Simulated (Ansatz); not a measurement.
## Au: strain energy, fitted

Au, Fm-3m, a = 4.158 Å. Ansatz: PBE, PAW, 420 eV, Γ-centred 18×18×12 mesh on 2 atoms, Gaussian smearing 0.10 eV; no spin polarisation. Series: equal strain along all axes, cell held, atoms fixed by symmetry; x is the strain in per cent. y is the free energy over the unstrained cell, V0 = 17.971 Å³/atom.

```tsv
x (%)	y (meV/atom)
-3.0	73.90
-2.0	?
-1.0	7.48
0.0	0.00
1.0	6.66
2.0	25.48
3.0	54.73
```

Fit y = c2 x² + c3 x³ to the other rows, turn c2 into a modulus, and predict the missing energy.

Least squares on the rows shown. y = 7.1396 x² − 0.35632 x³. In eV per unit strain² c2 is 71.40; the stiffness is B for this strain (E = 9/2 B V0 ε², shape held): 2 × 71.40 × 160.2 / (9 × 17.971) = 141 GPa. At x = -2.0 the fit asked for gives 31.41 meV/atom. The run gave 31.31 meV/atom, so the fit is 0.10 meV/atom too high, within the rms miss on the fitted rows (0.12 meV/atom).

Spin–orbit coupling is left out, which can shift energies with elements as heavy as these.